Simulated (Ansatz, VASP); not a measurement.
# GaP: VASP beside Ansatz

```xyz
2
Lattice="0.0000 2.7670 2.7670 2.7670 0.0000 2.7670 2.7670 2.7670 0.0000" Properties=species:S:1:pos:R:3 pbc="T T T"
Ga    0.0000    0.0000    0.0000
P     4.1504    4.1504    4.1504
```

Alike in both runs: task single point; functional PBEsol; k mesh 10 × 10 × 10; occupations gaussian, width 0.05 eV; no spin polarisation.

```csv
,VASP,Ansatz
version,VASP 6.6.1,Ansatz 0.2.0
potentials or method,"VASP PAW PBE potentials, release 64 (Ga_d, P)","scalar-relativistic, plane waves, PAW"
plane-wave cutoff (eV),520,420
valence electrons in the cell,18,18
```

|  | VASP | Ansatz | Ansatz less VASP |
| --- | --- | --- | --- |
| gap on the k mesh at the Fermi level (eV) | 1.38 | 1.38 | -0.005 |
| least direct gap on the mesh (eV) | 1.38 | 1.38 | -0.005 |
| pressure (GPa) | -4.0 | -3.9 | +0.05 |

Ansatz warned: «pseudo_functional_mismatch».

Caveats: the PAW data sets were made with another functional, which shifts forces and pressure a little (VASP). A k mesh can miss the band edges.
